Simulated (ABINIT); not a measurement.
Ga:

```
Ga
1.0
     4.44947    0.00000    0.00000
    -2.22474    3.85336    0.00000
     0.00000    0.00000    2.76520
Ga
2
Cartesian
  0.0000 2.5689 1.3826
  2.2248 1.2844 1.3826
```

The cell was built by a generator and needn't be a form met in nature.

Base run:

| Quantity | Value |
| --- | --- |
| Program | ABINIT 10.8.3 (patched build) |
| Functional | WC |
| Potentials or basis | JTH PAW PBE v2.0 |
| Cutoff | 544 eV |
| k mesh | 7 × 7 × 10 |
| Occupations | fermi-dirac, width 0.05 eV |
| Spin | no spin polarisation |

Its results: band gap on the k mesh none (metal or under the smearing width); pressure -2.4 GPa.

Task: The run is repeated on the same cell with these changes: functional from WC to revPBE. What comes out?

Result: Band gap on the k mesh none (metal or under the smearing width); pressure 1.3 GPa.

revPBE binds less tightly than WC, so the same cell stands under more pressure.

Caveats: the PAW data sets were made with another functional, which shifts forces and pressure a little.
